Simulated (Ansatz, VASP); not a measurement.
**One calculation of As, two programs**

```
As
1.0
     3.35000    0.00000    0.00000
    -1.67500    2.90119    0.00000
     0.00000    0.00000   28.00000
As
2
Direct
  0.33333 0.66667 0.52114
  0.66667 0.33333 0.47886
```

Alike in both runs: task single point; functional LDA; k mesh 9 × 9 × 1; occupations gaussian, width 0.02 eV; no spin polarisation.

|  | VASP | Ansatz |
| --- | --- | --- |
| version | VASP 6.6.1 | Ansatz 0.2.0 |
| potentials or method | VASP PAW LDA potentials, release 64 (As) | scalar-relativistic, plane waves, PAW |
| plane-wave cutoff (eV) | 520 | 420 |
| valence electrons in the cell | 10 | 30 |

```tsv
	VASP	Ansatz	Ansatz less VASP
gap on the k mesh at the Fermi level (eV)	1.60	1.67	+0.067
least direct gap on the mesh (eV)	1.95	2.02	+0.069
rms of the force components (eV/Å)	2.607	2.448	-0.1597
```

Atom by atom the forces differ by 0.160 eV/Å (rms over components). The two sets of potentials don't hold the same shells in valence.
